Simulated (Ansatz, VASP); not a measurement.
# Two plane-wave programs on Cr

Contents of INCAR:

```
ALGO     = Normal         # electronic algorithm
EDIFF    = 1E-7           # SCF threshold, eV
EDIFFG   = -0.005         # ionic threshold
ENCUT    = 600            # plane-wave cutoff, eV
GGA      = PE             # functional
IBRION   = 2              # ionic algorithm
ISIF     = 3              # what is computed and relaxed
ISMEAR   = 0              # smearing method
LASPH    = T              # aspherical terms in the spheres
LCHARG   = F              # write CHGCAR
LREAL    = F              # projectors in reciprocal space
LWAVE    = F              # write WAVECAR
NELM     = 100            # most SCF steps
NSW      = 100            # ionic steps
PREC     = Accurate       # precision mode
SIGMA    = 0.1            # smearing width, eV
```

File KPOINTS:

```
k-points
0
Gamma
  20 20 20
```

Contents of POSCAR:

```
Cr
1.0
   -1.4248462176      1.4248462176      1.4248462176
    1.4248462176     -1.4248462176      1.4248462176
    1.4248462176      1.4248462176     -1.4248462176
Cr
1
Direct
    0.0000000000      0.0000000000      0.0000000000
```

Input for Ansatz:

```yaml
crystal:
  lattice:
    - [-1.4248462187, 1.4248462187, 1.4248462187]
    - [1.4248462187, -1.4248462187, 1.4248462187]
    - [1.4248462187, 1.4248462187, -1.4248462187]
  atoms:
    - { symbol: Cr, position: [0.0, 0.0, 0.0] }
basis:
  ecutwfc: 420
kpoints:
  mp_grid: { grid: [20, 20, 20] }
hamiltonian:
  xc: pbe
scf:
  occupations: { method: gaussian, width: 0.1 }
output:
  forces: true
  stress: true
  eigenvalues: true
relax:
  adjacent_minimum: "off"
  f_tol: 0.005
  max_steps: 80
  cell: { stress_tol: 0.05 }
```

Alike in both runs: task relaxation of cell and atoms; functional PBE; k mesh 20 × 20 × 20; occupations gaussian, width 0.1 eV; no spin polarisation.

|  | VASP | Ansatz |
| --- | --- | --- |
| version | VASP 6.6.1 | Ansatz 0.2.0 |
| potentials or method | VASP PAW PBE potentials, release 64 (Cr_pv) | scalar-relativistic, plane waves, PAW |
| plane-wave cutoff (eV) | 600 | 420 |
| valence electrons in the cell | 12 | 14 |

Ansatz gave:

| Item | Value |
| --- | --- |
| gap on the k mesh at the Fermi level, each at its own relaxed structure (eV) | none |
| relaxed volume (Å³/atom) | 11.55 |
| relaxed cell length with the largest relative difference (Å) | 2.466 |

Problem. Which values does VASP return?

Solution. gap on the k mesh at the Fermi level, each at its own relaxed structure (eV): none; relaxed volume (Å³/atom): 11.52; relaxed cell length with the largest relative difference (Å): 2.465.

A gap of «none» marks a metal or a gap that the smearing closes. The two sets of potentials don't hold the same shells in valence.

Caveats: the run has no spin polarisation, though such a crystal can be magnetic. Spin polarisation is off, so any magnetic state and its effect on volume and gap are missing.
